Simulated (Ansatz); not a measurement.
# Band structure of CaSe

```
CELL_PARAMETERS angstrom
0.00000 2.95600 2.95600
2.95600 0.00000 2.95600
2.95600 2.95600 0.00000
ATOMIC_POSITIONS crystal
Ca 0.00000 0.00000 0.00000
Se 0.50000 0.50000 0.50000
```

Atoms are numbered in the order listed.

The cell is COD entry 1010880, as deposited and not checked against the literature; nothing was relaxed. It is an old determination, and later ones may differ.

All numbers below come from DFT, PBE, all-electron LAPW, scalar-relativistic in Ansatz 0.2.0.

Settings: a Γ-centred 7×7×7 k mesh, Fermi–Dirac smearing of 0.02 eV, basis error target 0.25 meV/atom, no spin polarisation.

Points in fractions of the reciprocal vectors of this cell: Γ (0, 0, 0), X (0.5, 0, 0.5), U (0.625, 0.25, 0.625), K (0.375, 0.375, 0.75), L (0.5, 0.5, 0.5), W (0.5, 0.25, 0.75). The path joins them by straight lines in the order Γ–X–U–K–Γ–L–W–X; legs that retrace an earlier one aren't tabulated. Energies are in eV from the top of the valence band.

Task: Is there a gap, and where are the band edges?

Result: 2.03 eV, indirect from Γ to X (0.5, 0, 0.5).

Task: List the levels between -20 and 3.5 eV at the symmetry points.

Result: 
Γ: -11.80, 0.00 (×3), 3.36
X: -11.22, -2.52, -0.93 (×2), 2.03
U: -11.15, -2.26, -2.05, -1.11, 3.28
K: -11.15, -2.26, -2.05, -1.11, 3.28
L: -11.11, -3.28, -1.20 (×2)
W: -11.13, -1.98 (×2), -1.67
